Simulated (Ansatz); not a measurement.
# LiHF2: the cost of one run

Program: Ansatz 0.2.0. Level of theory: reference: DFT, HSE06, plane waves, PAW. These are calculated values, not measurements.

## (1) The starting structure

The structure is trigonal, space group R-3m (No. 166). The conventional cell has a = 2.935 Å, b = 2.935 Å, c = 13.093 Å, α = 90.00°, β = 90.00°, γ = 120.00°. Li (site symmetry -3m) has 6 F at 1.99 Å in its first shell of neighbours. Around H (site symmetry -3m) lie 2 F at 1.13 Å. Around F (site symmetry 3m) lie 1 H at 1.13 Å.

Structure file:

```
CELL_PARAMETERS angstrom
1.46770 0.84738 4.36446
-1.46770 0.84738 4.36446
0.00000 -1.69476 4.36446
ATOMIC_POSITIONS crystal
Li 0.00000 0.00000 0.00000
H 0.50000 0.50000 0.50000
F 0.41340 0.41340 0.41340
F 0.58660 0.58660 0.58660
```

## (2) Baseline

input.yaml reads:

```yaml
crystal:
  lattice:
    - [1.467701147, 0.8473776523, 4.3644586948]
    - [-1.467701147, 0.8473776523, 4.3644586948]
    - [0.0, -1.6947553046, 4.3644586948]
  atoms:
    - { symbol: Li, position: [0.0, 0.0, 0.0] }
    - { symbol: H, position: [0.5, 0.5, 0.5] }
    - { symbol: F, position: [0.4133992817, 0.4133992817, 0.4133992817] }
    - { symbol: F, position: [0.5866007183, 0.5866007183, 0.5866007183] }
kpoints:
  mp_grid: { grid: [4, 4, 4] }
hamiltonian:
  xc: hse06
scf:
  occupations: { method: fixed }
  n_extra_bands: 5
output:
  forces: true
  stress: true
  eigenvalues: true
```

Run with:

```
$ ansatz run input.yaml --threads 4 --pin off --max-ram 4608MiB --backend cpu --events-out ev --progress --plain --runs-dir out
```

What time and memory should one allow on 4 threads of Arm Neoverse N1, shared host?

About 6 s, with a peak of 0.52 GiB.
